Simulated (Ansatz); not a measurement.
# Is this Co result the lowest state?

The cell (2 atoms) is Co as an experimental structure (space group Fm-3m, primitive cell doubled). The computed pressure is over 10 GPa in size, so the cell is far from the computed equilibrium volume. Source: COD entry 9012935, which need not be the ambient phase.

These are results of DFT, PBE, PAW, plane waves, scalar-relativistic in Ansatz development build ahead of 0.2.0, not measurements.

```yaml
crystal:
  lattice:
    - [-1.795, -3.59, -1.795]
    - [-1.795, 0.0, -1.795]
    - [1.795, 0.0, -1.795]
  atoms:
    - { symbol: Co, position: [0.0, 0.0, 0.0], spin: 3.0 }
    - { symbol: Co, position: [0.5, 0.0, 0.5], spin: 3.0 }
magnetization:
  spin_polarized: true
hamiltonian:
  xc: pbe
  pseudopotentials: { kind: paw }
basis:
  ecutwfc: 420
kpoints:
  mp_grid: { grid: [7, 12, 10] }
scf:
  occupations: { method: gaussian, width: 0.05 }
  lower_state_search: "off"
output:
  forces: true
  stress: true
```

It took 26 s on 2 threads of x86-64 server CPU (shared host), peak memory 0.48 GiB.

The end of the output:

```
SCF converged after 9 iterations
Magnetization: 3.4332 μB (18.7166 up, 15.2834 down)
Absolute magnetization: 3.7579 μB (∫|ρ↑−ρ↓|, with the PAW one-centre terms)
Spin contamination: 0.0607 ħ² per cell (⟨S²⟩ above its minimum at these occupations)
Per-site moments (μB) at R_I (Å): [(1.7904, 1.0471), (1.7904, 1.0471)]
Free energy (F): -10252.229636 eV
Harris-Foulkes:  -10252.229636 eV  (|F-HF|=4.81e-9)
Internal energy: -10252.226269 eV  (E = F + TS)
E sigma→0 (E₀):  -10252.227953 eV
Entropy (-TS):   -0.003367 eV (-1.683 meV/atom)
Fermi energy:    17.429316 eV
--- Forces (eV/Å), atoms counted from 1 ---
  atom   1  Co     0.00000000    -0.00000000    -0.00000000
  atom   2  Co    -0.00000000     0.00000000    -0.00000000
--- Stress (GPa, compression-positive) ---
      -10.331102      -0.230886       0.101651
       -0.230895     -10.472102      -0.230895
        0.101651      -0.230886     -10.331102
  P = ⅓ Tr σ = -10.3781 GPa (-103.781 kbar)
```

The mesh has less symmetry than the lattice, which lowers the symmetry of the run.

Site moments are taken inside atomic spheres and don't add up to the total.

Question: Has the SCF ended in the lowest solution? If not, by how much is it too high?

Answer: No lower state turned up: it is the lowest of 2 states reached by 11 converged runs, and the next lies 256 meV/atom higher (non-magnetic, no gap on the k-mesh). That doesn't prove a ground state. This multiple of the primitive cell fits some opposed orders; other multiples fit others. Only collinear orders within this cell were tried; the true ground state may need a larger cell.
